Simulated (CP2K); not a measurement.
Runs of CP2K 2026.2 on HfO2. Symmetry: P2_1/c, No. 14, monoclinic system. Conventional cell: a = 5.118 Å, b = 5.186 Å, c = 5.284 Å, α = 90.00°, β = 99.35°, γ = 90.00°. Hf (site symmetry 1) has 7 O at 2.03 to 2.25 Å as nearest neighbours. O (site symmetry 1) is surrounded by 3 Hf at 2.03 to 2.12 Å. O (site symmetry 1) is surrounded by 4 Hf at 2.14 to 2.25 Å. 

| level | potentials or basis | smearing | EPS_DEFAULT | NGRIDS | points a segment of the path (NPOINTS) | bands added on the path | CUTOFF of the grids | gap on the mesh (eV) | pressure (GPa) | largest force (eV/Å) |
| --- | --- | --- | --- | --- | --- | --- | --- | --- | --- | --- |
| LDA | GTH_POTENTIALS Hf GTH-PADE-q12, O GTH-PADE-q6; TZVP-MOLOPT-PBE-GTH basis | fermi-dirac 0.05 eV | 1.0E-9 | 5 | 10 | 6 | 600 Ry | 4.16 | -36.6 | 1.47 |
| r2SCAN | POTENTIAL_UZH Hf GTH-SCAN-q12, O GTH-SCAN-q6; TZVP-MOLOPT-SCAN-GTH basis | fermi-dirac 0.01 eV | 1.0E-9 | 4 | 6 | 2 | 850 Ry | 4.55 | -7.8 | 0.39 |
| PBE | POTENTIAL_UZH Hf GTH-PBE-q12, O GTH-PBE-q6; TZVP-MOLOPT-PBE-GTH basis | fermi-dirac 0.05 eV | 1.0E-10 | 4 | 10 | 2 | 600 Ry | (b) | (a) | 0.38 |
| PBEsol | POTENTIAL_UZH Hf GTH-PBE-q12, O GTH-PBE-q6; TZVP-MOLOPT-PBE-GTH basis | fermi-dirac 0.01 eV | 1.0E-10 | 5 | 6 | 2 | 600 Ry | 4.10 | -5.7 | 0.37 |
| TB-mBJ | POTENTIAL_UZH Hf GTH-PBE-q12, O GTH-PBE-q6; TZVP-MOLOPT-PBE-GTH basis | fermi-dirac 0.0259 eV | 1.0E-9 | 5 | 8 | 2 | 850 Ry | 4.45 | - | - |

Alike in all rows: task band structure; no spin polarisation; cell as given; k mesh 5 × 5 × 5.

Problem. Fill in the values left out.

Solution. (a) 0.0; (b) 4.20.

Caveats: spin-orbit coupling is left out, which moves the levels of the heavy elements; the basis of atomic orbitals isn't converged, which shifts pressures, moduli and gaps; the potentials were made for another functional, which shifts forces and pressure (some runs); a pressure of tens of GPa on the cell as given is suspect, and the run, the potentials or the cell itself is likely at fault (some runs); forces of over 1 eV/Å show positions far from the minimum, so gaps and moduli don't describe the material at rest (some runs); this is a model potential without an energy functional, so only levels have meaning (some runs).

A k mesh can miss the band edges, and the runs leave out spin-orbit coupling on Hf.
